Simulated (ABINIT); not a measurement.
BAs:

```
CELL_PARAMETERS angstrom
0.00000 2.38850 2.38850
2.38850 0.00000 2.38850
2.38850 2.38850 0.00000
ATOMIC_POSITIONS crystal
As 0.75000 0.75000 0.75000
B 0.00000 0.00000 0.00000
```

Base run:

- Program: ABINIT 10.8.3 (patched build)
- Functional: TB-mBJ
- Potentials or basis: JTH PAW PBE v2.0
- Cutoff: 490 eV
- k mesh: 10 × 10 × 10
- Occupations: fermi-dirac, width 0.05 eV
- Spin: no spin polarisation

Its results: band gap on the k mesh 1.72 eV, indirect (least direct gap 3.77 eV).

The run is repeated on the same cell with these changes: functional from TB-mBJ to rSCAN. What comes out?

Band gap on the k mesh 1.39 eV, indirect (least direct gap 3.44 eV).

Caveats: the constant c of TB-mBJ comes from the pseudo density here, which moves gaps by up to 0.3 eV between sets of potentials (some runs).

Not every run made on this cell is shown here.
